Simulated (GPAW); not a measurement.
# Ga: band structure with PBEsol

The system is Ga.

```
Ga
1.0
     1.38300   -4.02650    0.00000
     1.38300    4.02650    0.00000
    -0.11745    0.00000    3.32993
Ga
2
Direct
  0.13100 0.86900 0.75000
  0.86900 0.13100 0.25000
```

This isn't the form of Ga at room conditions, which is orthorhombic.

| Quantity | Value |
| --- | --- |
| Program | GPAW 26.7.0 |
| Task | band structure |
| Functional | PBEsol |
| Potentials or basis | PAW data sets generated in the run's folder for this functional |
| Cutoff | 600 eV |
| Basis | pw |
| k mesh | 10 × 10 × 8 |
| Occupations | fermi-dirac, width 0.05 eV |
| Spin | no spin polarisation |
| Maxiter | 150 |
| Band path | GYFHZIF1,H1Y1XGN,MG |
| Band points | 60 |

| Item | Value |
| --- | --- |
| Pressure | -1.5 GPa |
| Largest force | 0.212 eV/Å |
| Band gap along the path | none (metal or under the smearing width) |

Forces in eV/Å, atoms in the order of the input:
```
Ga   0.000 -0.212  0.000
Ga   0.000  0.212  0.000
```

Stress tensor (GPa, compression positive):
```
-0.72  0.00  0.45
 0.00 -1.26  0.00
 0.45  0.00 -2.44
```

Levels at the corners of the path, in eV from the Fermi level:
```tsv
point	band 1	band 2	band 3	band 4	band 5	band 6	band 7	band 8
Γ	-11.22	-2.08	-1.62	1.66	5.43	9.72	10.24	10.43
Y	-5.59	-5.13	-3.84	4.19	4.63	6.41	7.78	9.69
F	-2.73	-2.56	-1.94	-1.48	-0.04	0.52	7.96	8.20
H	-2.57	-2.38	-2.01	-1.53	0.37	0.59	7.67	7.69
Z	-7.80	-7.80	1.71	1.71	2.46	2.46	11.73	11.73
I	-6.09	-6.09	-4.40	-4.40	10.85	10.85	11.86	11.86
F1	-2.73	-2.56	-1.94	-1.48	-0.04	0.52	7.96	8.20
H1	-2.57	-2.38	-2.01	-1.53	0.37	0.59	7.67	7.69
Y1	-5.59	-5.13	-3.84	4.19	4.63	6.41	7.78	9.69
X	-9.11	-8.60	4.03	4.60	5.86	6.08	7.61	10.77
Γ	-11.22	-2.08	-1.62	1.66	5.43	9.72	10.24	10.43
N	-6.11	-5.03	-1.33	0.01	5.83	6.64	8.43	9.27
M	-2.86	-2.85	-1.65	-1.51	1.77	2.32	4.32	4.78
Γ	-11.22	-2.08	-1.62	1.66	5.43	9.72	10.24	10.43
```

Wall time 89 s on 1 thread of Arm Neoverse V1 (shared host), peak memory 0.36 GiB.

Caveat: the program warned that so skewed a cell can give wrong results.
